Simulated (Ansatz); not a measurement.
# SnSe: a single-point run

Wanted: a converged single-point run for SnSe, and a check of what comes out. The structure is shown as the input types it.

Computed with Ansatz 0.2.0 (DFT, PBE, all-electron LAPW, scalar-relativistic, unless a step's input says otherwise).

## (1) Starting point

The structure is tetragonal, space group I4/mmm (No. 139). Conventional cell: a = 3.010 Å, b = 3.010 Å, c = 4.130 Å, α = 90.00°, β = 90.00°, γ = 90.00°. Sn (site symmetry 4/mmm) has 6 Se at 2.06 to 2.13 Å in its first shell of neighbours. Around Se (site symmetry 4/mmm) lie 6 Sn at 2.06 to 2.13 Å.

Structure file:

```
CELL_PARAMETERS angstrom
0.00000 2.12839 2.06486
2.12839 0.00000 2.06486
2.12839 2.12839 0.00000
ATOMIC_POSITIONS crystal
Sn 0.00000 0.00000 0.00000
Se 0.50000 0.50000 0.50000
```

## (2) Input and run

File input.yaml:

```yaml
crystal:
  lattice:
    - [0.0, 2.12839141, 2.06486]
    - [2.12839141, 0.0, 2.06486]
    - [2.12839141, 2.12839141, 0.0]
  atoms:
    - { symbol: Sn, position: [0.0, 0.0, 0.0] }
    - { symbol: Se, position: [0.5, 0.5, 0.5] }
kpoints:
  mp_grid: { grid: [9, 9, 9] }
scf:
  occupations: { method: fermi_dirac, width: 0.02 }
  max_iter: 80
hamiltonian:
  xc: pbe
  pseudopotentials: { kind: all_electron, lapw: { basis_error: 0.00025 } }
output:
  forces: true
  stress: true
  eigenvalues: true
```

On the command line:

```
$ ansatz run input.yaml --threads 1 --pin off --max-ram 2048MiB --backend cpu --events-out ev --progress --plain --runs-dir out
```

Log:

```text
LAPW: plane waves up to 12.224 Å⁻¹, error target 2.5e-4 eV per atom; small_component_spin mean_spin; Se in spheres of 1.013 Å, 24 of its electrons in bands, Dirac shells []; Sn in spheres of 1.052 Å, 38 of its electrons in bands, Dirac shells []
Engine: ansatz 0.2.0
Pseudopotentials: kind: all_electron
Pseudopotential: Sn, LAPW, valence charge 38, Koelling and Harmon's equation, gaussian nucleus
Pseudopotential: Se, LAPW, valence charge 24, Koelling and Harmon's equation, gaussian nucleus
Functional definition: PBE
  parameter kappa = 0.804
  parameter beta = 0.06672455060314922
  exchange = pbe_x(kappa = kappa, mu = beta*pi^2/3)
  correlation = pbe_c(beta = beta)
Crystal: 2 atoms, lattice volume = 18.708 Å³
Basis set: ecut = 569.269568528366 eV, 569 PW (Γ), exchange–correlation at level 2
Bands: 38, of which v1, the nominal top of the filled ones, is band 31 counted from 1 (30 counted from 0)
Symmetry: 16 space group operations
Space group: I4/mmm (ITA 139), of the structure as read, at distance tolerance 2.7e-5 Å
k-points: 75 of 729
Non-local potential: Sn, projectors of the file, none
Non-local potential: Se, projectors of the file, none
Initial density: superposition of atomic densities (chi_scale 0.1, normalization cell, long waves kept (reshape's long-wave potential 0.00 eV rms))
Initial wavefunctions: plane waves of lowest kinetic energy (no species holds an atomic orbital)
Functional: x = pbe(κ = 0.804, μ = 0.2195149727645171), c = pbe(β = 0.06672455060314922)
iter 1 solved again at ethr=8.04e-4 eV; its pass at ethr=1.00e-1 eV (dr2=4.98e-1 eV) is discarded
SCF iter   1: F=—  HF=-234191.826146 eV  |F-HF|=—  |Δ(HF+E_count)|=         —  Δρ=5.30e-2  dr2=4.99e-1  ethr=8.04e-4  ⟨swp⟩=2.1  Hψ=17778  notcnv=0
preconditioner: auto → Kerker (q_TF=auto, 3.331 Å⁻¹)  [metal: Δε(μ)=0.035 eV  Ē_g=27.452 eV  σ=0.020 eV  W_gap=0.40  n_scr=14 (ndim 8)  ℏωp=38.4 eV  f_vac=0.000  D(μ)=1.15/eV (n_scr^D=14)]
SCF iter   2: F=—  HF=-234191.672696 eV  |F-HF|=—  |Δ(HF+E_count)|=   1.53e-1  Δρ=3.48e-2  dr2=2.31e-1  ethr=8.04e-4  ⟨swp⟩=2.0  Hψ=8325  notcnv=0
SCF iter   3: F=—  HF=-234191.608447 eV  |F-HF|=—  |Δ(HF+E_count)|=   6.42e-2  Δρ=1.52e-2  dr2=5.17e-2  ethr=3.73e-4  ⟨swp⟩=2.0  Hψ=8101  notcnv=0
iter 4 solved again at ethr=5.41e-6 eV; its pass at ethr=8.34e-5 eV (dr2=3.35e-3 eV) is discarded
SCF iter   4: F=—  HF=-234191.591175 eV  |F-HF|=—  |Δ(HF+E_count)|=   1.73e-2  Δρ=4.06e-3  dr2=3.35e-3  ethr=5.41e-6  ⟨swp⟩=2.0  Hψ=14226  notcnv=0
SCF iter   5: F=—  HF=-234191.589975 eV  |F-HF|=—  |Δ(HF+E_count)|=   1.20e-3  Δρ=1.10e-3  dr2=1.84e-4  ethr=5.40e-6  ⟨swp⟩=2.0  Hψ=7943  notcnv=0
SCF iter   6: F=—  HF=-234191.589926 eV  |F-HF|=—  |Δ(HF+E_count)|=   4.97e-5  Δρ=5.58e-4  dr2=4.07e-5  ethr=2.96e-7  ⟨swp⟩=2.0  Hψ=7809  notcnv=0
SCF iter   7: F=—  HF=-234191.589910 eV  |F-HF|=—  |Δ(HF+E_count)|=   1.59e-5  Δρ=1.98e-4  dr2=7.03e-6  ethr=6.57e-8  ⟨swp⟩=2.0  Hψ=7809  notcnv=0
SCF iter   8: F=—  HF=-234191.589905 eV  |F-HF|=—  |Δ(HF+E_count)|=   4.78e-6  Δρ=5.02e-5  dr2=4.01e-7  ethr=1.13e-8  ⟨swp⟩=2.0  Hψ=7809  notcnv=0
SCF iter   9: F=-234191.589905 eV  HF=-234191.589905 eV  |F-HF|=6.75e-9  |Δ(HF+E_count)|=   5.40e-8  Δρ=1.68e-5  dr2=4.23e-8  ethr=6.47e-10  ⟨swp⟩=2.0  Hψ=7809  notcnv=0
SCF 1 converged in 9 iterations: F = -234191.589905 eV  dr2 = 4.23e-8
SCF converged after 9 iterations
Free energy (F): -234191.589905 eV
Harris-Foulkes:  -234191.589905 eV  (|F-HF|=6.75e-9)
Internal energy: -234191.587867 eV  (E = F + TS)
E sigma→0 (E₀):  -234191.588886 eV
Entropy (-TS):   -0.002038 eV (-1.019 meV/atom)
Fermi energy:    40.583661 eV
--- Per-component energies (eV) ---
  E_band       = -9393.449237
  E_kinetic    = 244651.460172
  E_xc         = -6923.397991
  E_electrostatic = -471919.650048  (all electrons and nuclei)
  E_smearing   = -0.002038  (= −TS)
  E_closure    = 0.000000  (closes the sum)
  E_atoms      = -234207.782353  (free atoms, spherical and without spin; not in F)
  Σ components = -234191.589905   (vs F -234191.589905, Δ=0.00e0)
  Basis errors (estimates in eV, not in F): energy 8.9e-5 per atom: plane waves 7.7e-5 (4.4e-5 summed), levels above the bands 1.1e-238, relativity 3.7e-8, radial functions 1.2e-5, core shells 2.1e-7; eigenvalues (radial functions only) 5.3e-7; not estimated: angular momenta, meshes, grids; target (lapw.basis_error) 2.5e-4; muffin-tin radii Se 1.013 Å, Sn 1.052 Å
--- Forces (eV/Å), atoms counted from 1 ---
  atom   1  Sn     0.00000000     0.00000000     0.00000000
  atom   2  Se     0.00000000    -0.00000000    -0.00000000
  max |Σ_I F_I| component: 1.58e-30 eV/Å
--- Stress (GPa, compression-positive) ---
      541.611057       0.000000       0.000000
        0.000000     541.611057      -0.000000
        0.000000      -0.000000     632.413208
  P = ⅓ Tr σ = 571.8784 GPa (5718.784 kbar)
--- Band table (eV; the first three rows and the last of 75) ---
  k-point 0: bands = ["-655.6037", "-655.5991", "-655.5991", "-430.4104", "-430.4104", "-430.4069", "-430.4065", "-430.4035", "-171.6606", "-111.1847", "-111.1487", "-111.1487", "-92.1058", "-48.0841", "-48.0023", "-48.0023", "-11.6283", "-11.5651", "-11.5207", "-11.5207", "-11.4806", "13.2429", "14.7869", "14.7976", "14.7976", "14.8404", "14.9806", "34.3024", "34.6430", "34.6430", "43.6907", "45.0408", "45.0408", "45.0496", "45.2605", "49.3027", "49.3027", "51.0602"]
  k-point 1: bands = ["-655.6037", "-655.5991", "-655.5991", "-430.4104", "-430.4104", "-430.4069", "-430.4065", "-430.4035", "-171.6606", "-111.1847", "-111.1487", "-111.1487", "-92.1055", "-48.0859", "-48.0046", "-48.0031", "-11.6243", "-11.5619", "-11.5190", "-11.5184", "-11.4792", "13.5547", "14.7238", "14.7582", "14.7992", "14.8715", "15.0071", "32.8865", "34.6387", "34.7816", "42.1859", "44.8500", "45.1967", "45.7496", "47.2149", "47.6459", "48.4865", "50.5462"]
  k-point 2: bands = ["-655.6037", "-655.5991", "-655.5991", "-430.4104", "-430.4104", "-430.4069", "-430.4065", "-430.4035", "-171.6606", "-111.1848", "-111.1488", "-111.1487", "-92.1049", "-48.0906", "-48.0102", "-48.0050", "-11.6140", "-11.5542", "-11.5148", "-11.5121", "-11.4755", "14.2161", "14.5743", "14.5816", "14.9867", "15.0337", "15.1567", "29.6008", "35.1684", "35.1848", "40.4758", "43.1209", "43.9976", "46.7647", "47.8609", "48.1007", "49.4290", "53.6690"]
  k-point 74: bands = ["-655.6037", "-655.5991", "-655.5991", "-430.4104", "-430.4104", "-430.4069", "-430.4065", "-430.4035", "-171.6606", "-111.1850", "-111.1488", "-111.1488", "-92.1028", "-48.1106", "-48.0161", "-48.0145", "-11.6199", "-11.5473", "-11.4909", "-11.4886", "-11.4880", "12.6045", "14.5544", "15.0811", "15.4869", "15.5468", "23.9843", "24.2185", "27.8619", "29.5855", "35.2866", "39.3229", "51.5031", "51.9342", "52.8327", "53.7477", "58.2762", "58.6764"]
```

Run time: 47 s. Hardware: 1 thread of Arm Neoverse V1, shared host; peak memory 0.58 GiB.

## (3) Can this be trusted?

This run ends as converged. It gives a pressure of 572 GPa, which is large; a structure far from rest gives such values too, whatever the setting.

The structure was scaled down until the atoms press into each other. The shortest distance in the input is 2.06 Å, between atoms 1 (Sn) and 2 (Se).

The cure: restore the intended size.

## (4) A check with that setting changed

Besides the cure, the input differs in scf.max_iter.

Changes to input.yaml since step 2:

```diff
@@ -2,5 +2,5 @@
   lattice:
-    - [0.0, 2.12839141, 2.06486]
-    - [2.12839141, 0.0, 2.06486]
-    - [2.12839141, 2.12839141, 0.0]
+    - [0.0, 3.0405591592, 2.9498]
+    - [3.0405591592, 0.0, 2.9498]
+    - [3.0405591592, 3.0405591592, 0.0]
   atoms:
@@ -12,3 +12,2 @@
   occupations: { method: fermi_dirac, width: 0.02 }
-  max_iter: 80
 hamiltonian:
```

On the command line:

```
$ ansatz run input.yaml --threads 1 --pin off --max-ram 2048MiB --backend cpu --events-out ev --progress --plain --runs-dir out
```

Excerpt of the output:

```text
[...]
Basis set: ecut = 236.53793782161202 eV, 443 PW (Γ), exchange–correlation at level 2
[...]
k-points: 75 of 729
[...]
SCF iter   1: F=—  HF=-234216.139854 eV  |F-HF|=—  |Δ(HF+E_count)|=         —  Δρ=2.19e-2  dr2=6.01e-1  ethr=1.31e-3  ⟨swp⟩=2.1  Hψ=13232  notcnv=0
preconditioner: auto → none  [insulator: Δε(μ)=0.716 eV  Ē_g=18.127 eV  σ=0.020 eV  W_gap=1.00  n_scr=14 (ndim 8)  ℏωp=22.5 eV  f_vac=0.035  D(μ)=0.00/eV (n_scr^D=0)  ε∞_Penn≈2.5]
[...]
SCF iter   2: F=—  HF=-234215.973361 eV  |F-HF|=—  |Δ(HF+E_count)|=   1.66e-1  Δρ=5.55e-3  dr2=1.76e-2  ethr=3.82e-5  ⟨swp⟩=2.1  Hψ=11228  notcnv=0  defer=2
[...]
SCF iter   6: F=—  HF=-234215.953635 eV  |F-HF|=—  |Δ(HF+E_count)|=   9.09e-6  Δρ=1.28e-5  dr2=9.57e-8  ethr=1.95e-8  ⟨swp⟩=2.9  Hψ=6478  notcnv=0
SCF iter   7: F=-234215.953635 eV  HF=-234215.953635 eV  |F-HF|=6.98e-9  |Δ(HF+E_count)|=   5.25e-7  Δρ=5.18e-6  dr2=1.96e-8  ethr=2.08e-10  ⟨swp⟩=2.9  Hψ=6487  notcnv=0
[...]
SCF converged after 7 iterations
Free energy (F): -234215.953635 eV
[...]
E sigma→0 (E₀):  -234215.953635 eV
[...]
Fermi energy:    11.070814 eV
[...]
  P = ⅓ Tr σ = 1.1579 GPa (11.579 kbar)
[...]
```

Wall time 25 s (1 thread of Arm Neoverse V1, shared host); peak memory 0.46 GiB.

| run | ending | energy change | pressure (GPa) | gap (eV) | force (eV/Å) | cycles | time |
| --- | --- | --- | --- | --- | --- | --- | --- |
| first try | converged | +12.18 eV/atom | 571.9 | 0.00 | 0.00 | 9 | 47 s |
| second try | converged | 0 | 1.2 | 0.52 | 0.00 | 7 | 25 s |

## (5) Outcome

| quantity | value |
| --- | --- |
| first try | converged, 9 SCF cycles |
| fault in the input | structure squeezed |
| second try | converged, 7 SCF cycles |
| total energy | -234215.9536 eV |
| pressure | 1.16 GPa |
| gap on the mesh | 0.52 eV |
| largest force | 0.000 eV/Å |

In words: Both runs converge, but the first lies +12.18 eV/atom from the second; in the second, the pressure goes from 571.9 to 1.2 GPa, a gap of 0.52 eV opens on the mesh. Only the second answers the question as it was meant.
